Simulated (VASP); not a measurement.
# Cu (Fm-3m) in VASP: relaxation of cell and atoms with PBE

Aim: the relaxation of cell and atoms of Cu with PBE.

Everything below comes from runs of VASP 6.6.1. Logs are shortened: lines on timing, memory, paths and dates and some standing lists are left out, and cuts for length are marked.

## Step 1: Starting point

The structure is cubic, space group Fm-3m (No. 225). The conventional cell has a = 3.630 Å, b = 3.630 Å, c = 3.630 Å, α = 90.00°, β = 90.00°, γ = 90.00°. Cu (site symmetry m-3m) is surrounded by 12 Cu at 2.57 Å.

The cell was built by a generator and needn't be a form met in nature.

## Step 2: Relaxation of cell and atoms, PBE

Input file INCAR:

```
SYSTEM = Cu
  ALGO = Normal
  EDIFF = 1E-6
  EDIFFG = -0.01
  ENCUT = 600
  GGA = PE
  IBRION = 2
  ISIF = 3
  ISMEAR = 1
  KPAR = 8
  LASPH = .TRUE.
  LCHARG = .FALSE.
  LREAL = .FALSE.
  LWAVE = .FALSE.
  NELM = 100
  NSW = 40
  PREC = Accurate
  SIGMA = 0.4
```

Input file KPOINTS:

```
k-points
0
G
  16 16 16
  0 0 0
```

Input file POSCAR:

```
Cu
1.0
    0.0000000000      1.8150000000      1.8150000000
    1.8150000000      0.0000000000      1.8150000000
    1.8150000000      1.8150000000      0.0000000000
Cu
1
Direct
    0.0000000000      0.0000000000      0.0000000000
```

Potentials or basis: VASP PAW PBE potentials, release 64 (Cu).

Started as:

```bash
cat potpaw_PBE.64/Cu/POTCAR > POTCAR
mpirun -np 8 vasp_std > vasp.out
```

OUTCAR:

```text
SYSTEM = Cu
   EDIFF = 1E-6
   EDIFFG = -0.01
   ENCUT = 600
   GGA = PE
   IBRION = 2
   ISIF = 3
   ISMEAR = 1
   LASPH = .TRUE.
   LREAL = .FALSE.
   NELM = 100
   NSW = 40
   PREC = Accurate

 ion  position               nearest neighbor table
   1  0.000  0.000  0.000-

  LATTYP: Found a face centered cubic cell.
 ALAT       =     3.6300000000

  Lattice vectors:

 A1 = (   0.0000000000,   1.8150000000,   1.8150000000)
 A2 = (   1.8150000000,   0.0000000000,   1.8150000000)
 A3 = (   1.8150000000,   1.8150000000,   0.0000000000)

Analysis of symmetry for initial positions (statically):
=====================================================================
 Subroutine PRICEL returns:
 Original cell was already a primitive cell.

 Routine SETGRP: Setting up the symmetry group for a
 face centered cubic supercell.

 Subroutine GETGRP returns: Found 48 space group operations
 (whereof 48 operations were pure point group operations)
 out of a pool of 48 trial point group operations.

The static configuration has the point symmetry O_h .

Analysis of symmetry for dynamics (positions and initial velocities):
=====================================================================
 Subroutine PRICEL returns:
 Original cell was already a primitive cell.

 Routine SETGRP: Setting up the symmetry group for a
 face centered cubic supercell.

 Subroutine GETGRP returns: Found 48 space group operations
 (whereof 48 operations were pure point group operations)
 out of a pool of 48 trial point group operations.

The dynamic configuration has the point symmetry O_h .

 Subroutine INISYM returns: Found 48 space group operations
 (whereof 48 operations are pure point group operations),
 and found     1 'primitive' translations

----------------------------------------------------------------------------------------

                                     Primitive cell

  volume of cell :      11.9580

  direct lattice vectors                    reciprocal lattice vectors
     0.000000000  1.815000000  1.815000000    -0.275482094  0.275482094  0.275482094
     1.815000000  0.000000000  1.815000000     0.275482094 -0.275482094  0.275482094
     1.815000000  1.815000000  0.000000000     0.275482094  0.275482094 -0.275482094

  length of vectors
     2.566797616  2.566797616  2.566797616     0.477148983  0.477148983  0.477148983

  position of ions in fractional coordinates (direct lattice)
     0.000000000  0.000000000  0.000000000

  ion indices of the primitive-cell ions
   primitive index   ion index
                 1           1

----------------------------------------------------------------------------------------

 KPOINTS: k-points

Automatic generation of k-mesh.
 Grid dimensions read from file:
 generate k-points for:   16   16   16

 Generating k-lattice:

  Cartesian coordinates                     Fractional coordinates (reciprocal lattice)
    -0.017217631  0.017217631  0.017217631     0.062500000  0.000000000  0.000000000
     0.017217631 -0.017217631  0.017217631     0.000000000  0.062500000  0.000000000
     0.017217631  0.017217631 -0.017217631     0.000000000  0.000000000  0.062500000

  Length of vectors
     0.029821811  0.029821811  0.029821811

  Shift w.r.t. Gamma in fractional coordinates (k-lattice)
     0.000000000  0.000000000  0.000000000

 Subroutine IBZKPT returns following result:
 ===========================================

 Found    145 irreducible k-points:

 Following reciprocal coordinates:
            Coordinates               Weight
  0.000000  0.000000  0.000000      1.000000
  0.062500  0.000000  0.000000      8.000000
  0.125000  0.000000  0.000000      8.000000
  0.187500  0.000000  0.000000      8.000000
  0.250000  0.000000  0.000000      8.000000
  0.312500  0.000000  0.000000      8.000000
[... 16 lines left out ...]
 -0.125000  0.062500  0.000000     24.000000
 -0.062500  0.062500  0.000000     12.000000
 [... further k-points ...]
   k-points           NKPTS =    145   k-points in BZ     NKDIM =    145   number of bands    NBANDS=      9
   number of dos      NEDOS =    301   number of ions     NIONS =      1
   total plane-waves  NPLWV =  13824
   dimension x,y,z NGX =    24 NGY =   24 NGZ =   24
   dimension x,y,z NGXF=    48 NGYF=   48 NGZF=   48
   ions per type =               1
   NGX,Y,Z   is equivalent  to a cutoff of  15.54, 15.54, 15.54 a.u.
   NGXF,Y,Z  is equivalent  to a cutoff of  31.09, 31.09, 31.09 a.u.
 SYSTEM =  Cu
   PREC   = accura    normal or accurate (medium, high low for compatibility)
   ISTART =      0    job   : 0-new  1-cont  2-samecut
   ICHARG =      2    charge: 1-file 2-atom 10-const
   ISPIN  =      1    spin polarized calculation?
   LNONCOLLINEAR =      F non collinear calculations
   LSORBIT =      F    spin-orbit coupling
   LASPH  =      T    aspherical Exc in radial PAW
   ENCUT  =  600.0 eV  44.10 Ry    6.64 a.u.   5.13  5.13  5.13*2*pi/ulx,y,z
   NELM   =    100;   NELMIN=  2; NELMDL= -5     # of ELM steps
   EDIFF  = 0.1E-05   stopping-criterion for ELM
   LREAL  =      F    real-space projection
   EDIFFG = -.1E-01   stopping-criterion for IOM
   NSW    =     40    number of steps for IOM
   IBRION =      2    ionic relax: 0-MD 1-quasi-New 2-CG
   NFREE  =      1    steps in history (QN), initial steepest desc. (CG)
   ISIF   =      3    stress and relaxation
   ISYM   =      2    0-nonsym 1-usesym 2-fastsym
   POTIM  = 0.5000    time-step for ionic-motion
   TEBEG  =    0.0;   TEEND  =   0.0 temperature during run
   PSTRESS=    0.0 pullay stress
   NELECT =      11.0000    total number of electrons
   NUPDOWN=      -1.0000    fix difference up-down
   EMIN   =  10.00;   EMAX   =-10.00  energy-range for DOS
   EFERMI =   0.00;   METHOD = LEGACY
   ISMEAR =     1;   SIGMA  =   0.40  broadening in eV -4-tet -1-fermi 0-gaus
   EFERMI_NEDOS =   21; number of points for ismear=-14 and -15
   IALGO  =     38    algorithm
   IMIX   =      4    mixing-type and parameters
     AMIX     =   0.40;   BMIX     =  1.00
     AMIX_MAG =   1.60;   BMIX_MAG =  1.00
  volume/ion in A,a.u.               =      11.96        80.70
  Fermi-wavevector in a.u.,A,eV,Ry     =   1.592157  3.008740 34.490258  2.534962
  Thomas-Fermi vector in A             =   2.690585
   LORBIT       =      0    0 simple, 1 ext, 2 COOP (PROOUT), +10 PAW based schemes
   GGA     = PE    functional components
   LHFCALC =     F    Hartree Fock is set to
   AEXX    =    0.0000 exact exchange contribution
   IVDW    =     0    specifies the selected vdW correction
   LEPSILON=     F    determine dielectric tensor
   LRPA    =     F    only Hartree local field effects (RPA)
 conjugate gradient relaxation of ions
 non-spin polarized calculation
 Methfessel and Paxton  Order N= 1 SIGMA  =   0.40
  energy-cutoff  :      600.00
  volume of cell :       11.96
 maximum number of plane-waves:       415
 NGX is ok and might be reduce to    24
   NGX = 11   NGY = 11   NGZ = 11

--------------------------------------- Ionic step        1  -------------------------------------------

 number of electron      10.9999998 magnetization

 Free energy of the ion-electron system (eV)
  ---------------------------------------------------
  ext. energy  EPLUGINS =         0.00000000
  ---------------------------------------------------
  free energy    TOTEN  =        -3.72806950 eV

  energy without entropy =       -3.72751093  energy(sigma->0) =       -3.72788331

------------------------ aborting loop because EDIFF is reached ----------------------------------------

  FORCE on cell =-STRESS in cart. coord.  units (eV):
  Direction    XX          YY          ZZ          XY          YZ          ZX
  --------------------------------------------------------------------------------------
  -------------------------------------------------------------------------------------
  Total        0.0444934      0.0444934      0.0444934      0.0000000      0.0000000     -0.0000000
  in kB        5.9613711      5.9613711      5.9613711      0.0000000      0.0000000     -0.0000000
  external PRESSURE =       5.9613711 kB  Pullay stress =       0.0000000 kB
[... 55 lines left out ...]
  energy  without entropy=       -3.7276260392  energy(sigma->0) =       -3.72796558

--------------------------------------- Ionic step        3  -------------------------------------------

 number of electron      10.9999998 magnetization

 Free energy of the ion-electron system (eV)
  ---------------------------------------------------
  ext. energy  EPLUGINS =         0.00000000
  ---------------------------------------------------
  free energy    TOTEN  =        -3.72816150 eV

  energy without entropy =       -3.72763621  energy(sigma->0) =       -3.72798640

 E-fermi :   7.3588     XC(G=0): -12.6299

 val. band max:        7.3348687263   @ k =   0.5000   0.1875   0.0625
 cond. band min:       7.3836600320   @ k =   0.5000   0.3125   0.1250
 fundamental gap:      0.0487913057
 Fermi energy:         7.3588288766

 k-point     1 :       0.0000    0.0000    0.0000
  band No.  band energies     occupation
      1      -1.8438      2.00000
      2       4.4064      2.00000
      3       4.4064      2.00000
      4       4.4064      2.00000
      5       5.2075      2.00000
      6       5.2075      2.00000
      7      29.8430      0.00000
      8      32.3594      0.00000
      9      32.3594      0.00000
[... 265 lines left out ...]
 k-point    24 :      -0.0625    0.0625    0.0000
  band No.  band energies     occupation
      1      -1.4707      2.00000
      2       4.3234      2.00000
      3       4.4706      2.00000
      4       4.4836      2.00000
      5       5.1464      2.00000
      6       5.2206      2.00000
      7      27.8450      0.00000
      8      28.8869      0.00000
      9      31.4872      0.00000

 [... further k-points ...]
[... 5 lines left out ...]
  --------------------------------------------------------------------------------------
  -------------------------------------------------------------------------------------
  Total        0.0012689      0.0012689      0.0012689     -0.0000000     -0.0000000      0.0000000
  in kB        0.1693048      0.1693048      0.1693048     -0.0000000     -0.0000000      0.0000000
  external PRESSURE =       0.1693048 kB  Pullay stress =       0.0000000 kB
[... 16 lines left out ...]
  FREE ENERGIE OF THE ION-ELECTRON SYSTEM (eV)
  ---------------------------------------------------
  free  energy   TOTEN  =        -3.7281615024 eV

  energy  without entropy=       -3.7276362080  energy(sigma->0) =       -3.72798640

 reached required accuracy - stopping structural energy minimisation
```

It took 12 s on 8 MPI ranks of Intel Xeon Platinum 8488C (Sapphire Rapids), shared host; peak memory 0.15 GiB.

What came out:

```yaml
Free_energy: -3.7282 eV
Relaxed_volume: 12.01 Å³/atom
Relaxed_cell: a = 2.570 Å, b = 2.570 Å, c = 2.570 Å, α = 60.00°, β = 60.00°, γ = 60.00°
Space_group_after_relaxing_to_0.05_Å: Fm-3m (No. 225)
Energy_gained_by_relaxing: 0.1 meV/atom
Ionic_steps: 3
Pressure_after_relaxing: 0.0 GPa
Band_gap_on_the_k_mesh: none (metal or under the smearing width)
```

Final structure:
```
Cu
1.0
     0.00000    1.81751    1.81751
     1.81751    0.00000    1.81751
     1.81751    1.81751    0.00000
Cu
1
Direct
  0.00000 0.00000 0.00000
```

Levels at points of the mesh, in eV from the Fermi level:
| k point | band 3 | band 4 | band 5 | band 6 | band 7 | band 8 | band 9 |
| --- | --- | --- | --- | --- | --- | --- | --- |
| (0.00, 0.00, 0.00) | -2.95 | -2.95 | -2.15 | -2.15 | 22.48 | 25.00 | 25.00 |
| (0.50, 0.00, 0.00) | -2.98 | -1.60 | -1.60 | -0.93 | 3.70 | 20.98 | 21.84 |
| (0.50, 0.50, 0.00) | -1.62 | -1.46 | -1.46 | 1.53 | 7.02 | 12.98 | 12.98 |
